**Q:** I have pressures for three metals in the simple cubic structure, at six volumes each. The row at a volume scale of 0.88 is still hidden. Can we work out what the calculation gives there?

Simple cubic Co (ferromagnetic start), Rh and Ir (no spin polarisation), computed with Ansatz 0.2.0, RPBE, scalar-relativistic PAW and a 420 eV plane-wave cutoff. Scale 1 is the relaxed cell, with 13.24, 16.70 and 17.28 Å³ per atom. The k mesh and Fermi-Dirac smearing are 15×15×15 and 0.05 eV for Co, 14×14×14 and 0.1 eV for Rh and Ir; pressure is positive in compression.

| volume scale | pressure, Co (GPa) | largest site moment, Co (μB) | pressure, Rh (GPa) | pressure, Ir (GPa) |
| --- | --- | --- | --- | --- |
| 0.88 | ? | ? | ? | ? |
| 0.92 | 12.70 | 1.83 | 16.94 | 23.10 |
| 0.96 | 6.09 | 1.91 | 7.36 | 9.91 |
| 1 | 0.09 | 1.94 | -0.14 | -0.45 |
| 1.04 | -4.68 | 1.98 | -6.00 | -8.57 |
| 1.08 | -8.56 | 2.00 | -10.55 | -14.90 |
| 1.12 | -11.68 | 2.02 | -14.07 | -19.80 |

**A:** We can try, and we should say beforehand how sure we are. Start with the simplest limit, a very small compression. What pressure does it take?

**Q:** One proportional to the compression, as for a spring. The constant is the bulk modulus, the pressure per fractional loss of volume.

**A:** Then read it off around scale 1. For Rh the pressure changes by 7.36 + 6.00 GPa between scales 1.04 and 0.96, and dividing by 0.08 gives a bulk modulus of about 167 GPa. The same step gives about 135 GPa for Co and 231 GPa for Ir.

**Q:** Why does Ir resist most? Its atoms have more room than those of Co.

**A:** The volume alone doesn't decide it. Down this column of the periodic table the d orbitals reach further out relative to the atomic core, so they overlap more and bond more strongly. A strong bond usually has a deep and sharply curved energy well, and the curvature sets the stiffness. In Co the magnetic moment also weakens the bond, because it puts electrons into less favourable band states. The table shows the order of the stiffnesses, and the reasons are standard bonding theory.

**Q:** For Rh at 0.88 the spring would then give 0.12 times 167, or 20 GPa. Is that our forecast?

**A:** It would be too low, and the known rows tell you so. Follow the Rh pressure towards smaller volumes. From scale 1 to 0.96 it rises by 7.50 GPa, and from 0.96 to 0.92 by 9.58 GPa.

**Q:** So each equal step of volume costs more than the last.

**A:** Yes, and the two extremes explain it. Pull the atoms far apart and the attraction must fade to zero, so the resistance to further stretching weakens. Push them together and the electrons are confined to less space, their kinetic energy climbs steeply, and the resistance grows. Between these limits the pressure curve of a solid usually steepens on compression.

**Q:** How do we put that into a formula without inventing a new one for every metal?

**A:** Use a measure of strain in which the energy is nearly a parabola. With $s$ for the volume scale, take

$$f=\tfrac12\left(s^{-2/3}-1\right).$$

Write the energy as a polynomial in $f$ up to the third power. The pressure is minus the slope of the energy with volume, and the chain rule gives

$$P=s^{-5/3}\left(a+bf+cf^2\right).$$

This is the Birch-Murnaghan equation of state. Here $a$ is the small pressure left at scale 1, $b$ carries the spring, and $c$ corrects its stiffening.

**Q:** And the three constants come from the table?

**A:** From a least-squares fit to the six known pressures of each metal. For Rh it gives $a=-0.14$, $b=495.7$ and $c=886.6$ GPa. Work out 0.88, which wasn't part of the fit.

**Q:** The strain $f$ is 0.0445 and the factor in front is 1.237. So

$$P\approx1.237\,(-0.14+22.05+1.75)\approx29.3\ \text{GPa}.$$

That is almost half as much again as the simple spring.

**A:** Notice where the increase comes from. The correction with $c$ is modest, and most of the stiffening is already in the choice of $f$ and in the factor in front. That makes a short extrapolation fairly safe. The same procedure gives 40.1 GPa for Ir.

**Q:** Can I treat Co in the same way?

**A:** That is the difficult one, because Co is magnetic and its moment changes with volume. Rh and Ir were computed without spin polarisation, so their moments are held at zero by the setting and can't affect the pressure. Think of the two limits again, now for the moment.

**Q:** A free Co atom has unpaired electrons and a moment. If I squeeze the metal hard enough, I suppose the moment disappears.

**A:** It does, and the reason is the width of the d band. To make a moment, electrons must leave states of one spin and occupy higher states of the other. Exchange rewards this, but the price rises as the band broadens, and compression broadens it. The d-band width grows roughly as $s^{-5/3}$, so I fit the moment as a quadratic in that quantity, again on the six known rows.

**Q:** What does that give at 0.88?

**A:** About 1.75 μB. I would let the range reach further down than up, since the loss may accelerate. I don't expect a collapse, though I can't exclude one.

**Q:** Does the moment affect the pressure as well?

**A:** It should. A larger volume makes the band narrower and the moment cheaper, so a moment pushes the crystal outwards. When compression shrinks the moment, part of that push is lost and the metal yields more easily. This is called magnetovolume softening.

**Q:** I think I see it in the table. The last two pressure steps of Co are 6.00 and 6.61 GPa, a growth of only 10%. In Rh and Ir the corresponding growth is more than a quarter. And the moment of Co falls faster in just that last step.

**A:** That was my reading too. The smooth curve alone gives about 21.2 GPa for Co at 0.88. If the weak growth continued, the pressure would be only about 20.0 GPa. I take the midpoint, because a shrinking moment should soften the metal, and I allow a wide range. The forecasts for 0.88 are then:

- Rh pressure: 29.3 GPa, range 28.8 to 29.8.
- Ir pressure: 40.1 GPa, range 39.4 to 40.8.
- Co pressure: 20.6 GPa, range 19.1 to 22.1.
- Co moment: about 1.75 μB, range 1.65 to 1.80.

**Q:** Where do the ranges come from?

**A:** They are judgements. The curves pass close to the known points, but 0.88 lies outside them, where an error in the shape has room to grow. So I made the ranges wider than the scatter of the fits. Now look at the hidden row.

The withheld rows as computed:

| volume scale | pressure, Co (GPa) | largest site moment, Co (μB) | pressure, Rh (GPa) | pressure, Ir (GPa) |
| --- | --- | --- | --- | --- |
| 0.88 | 21.27 | 1.75 | 29.18 | 39.89 |

**Q:** All four values lie inside their ranges. Rh and Ir are very close.

**A:** Both forecasts are slightly high, by less than 1% of the computed pressure. For these two metals the smooth equation of state carries well over one more step. The moment of Co also agrees with its forecast.

**Q:** But the Co pressure is 21.27 GPa, and we said 20.6. The smooth curve without your correction would have been better.

**A:** It would. My shift went the wrong way and made the forecast about 3% too low. The range covers the miss, but the argument behind the shift was faulty, and it's worth finding out where.

**Q:** Is magnetovolume softening wrong, then?

**A:** The effect is well established. My mistake was to count it twice. The six pressures of Co come from a magnetic calculation in which the moment was free to shrink. Whatever softening this causes is already in those pressures, and so in the curve fitted to them. A further shift needed a reason why the softening should suddenly increase.

**Q:** Wasn't the faster loss of moment such a reason?

**A:** It would have been if the loss had gone on accelerating. But Co loses 0.08 μB from 0.96 to 0.92 and again 0.08 μB from 0.92 to 0.88. The quadratic for the moment had foreseen about that much, so I had no good ground for adding something extra to the pressure.

**Q:** That leaves the weak growth of the last pressure step. It was only 10%, and now the next step grows by 30%.

**A:** Look at the point the two earlier steps share. At 0.96 the Co pressure lies about 0.2 GPa above the smooth curve. A point that is too high makes the step into it too long and the step out of it too short. Lower it by 0.2 GPa and the steps become 5.8, 6.8 and 8.6 GPa, which grow by about 17% and 26%. Much of the irregularity has gone.

**Q:** Why is that one point high?

**A:** The moment at 0.96 also lies a little above its own curve, and the slope of the energies there lies closer to the computed pressure than to the smooth curve. So it probably isn't a slip in the pressure alone. Beyond that I can only guess. A band feature may cross the Fermi level near that volume, or the mesh of k points may leave a small error in all these quantities. Either way, I built a trend on the difference between neighbouring points, where one local deviation counts heavily. The curve through all six points was less easily misled, though its very close hit was partly luck, because the known points scatter about it by roughly 0.1 GPa.

**Q:** Is there any sign of softening in Co that doesn't hang on one point?

**A:** Compare the first and last steps, now with the new row included. From 1.12 to 1.08 the Co pressure rises by 3.12 GPa, and from 0.92 to 0.88 by 8.57 GPa, a factor of about 2.7. For Rh the factor is about 3.5 and for Ir about 3.4. So Co stiffens less under compression. Neither step uses the doubtful point at 0.96, and an error of 0.2 GPa in one of the other points can't bring Co level with Rh or Ir.

**Q:** And the cause is the shrinking moment?

**A:** It fits, and the sign is right. But Co also differs from the other two in having 3d electrons, so the comparison can't isolate magnetism. The clean test is a second Co series with the moment held at zero. If its pressure steepened as quickly as that of Rh, magnetism would be the main cause.

**Q:** Suppose I need the pressure of a similar metal at 12% compression and know only its bulk modulus. Can I use these results?

**A:** For a first estimate, yes. Divide the pressures at 0.88 by the bulk moduli near scale 1. You get 0.17 for Rh and for Ir, and 0.16 for Co, where the simple spring would give 0.12. The metals differ much more in stiffness than in the shape of their curves.

**Q:** So I could use these bulk moduli for a real piece of iridium?

**A:** No, because the real metal isn't simple cubic. Ir and Rh are face-centred cubic and Co is hexagonal close-packed, with twelve nearest neighbours in place of six. The calculation also holds the simple cubic cell in its symmetry, so it doesn't show whether such a crystal would be stable. The functional matters too, because RPBE tends to make iridium slightly too large and too soft even in its true structure. A close-packed series would start from a smaller volume per atom and a higher bulk modulus. Its pressure would still steepen on compression, for the same reason as here. Take the bulk modulus from the structure you actually have, and use the shape of the curve to go beyond the spring.
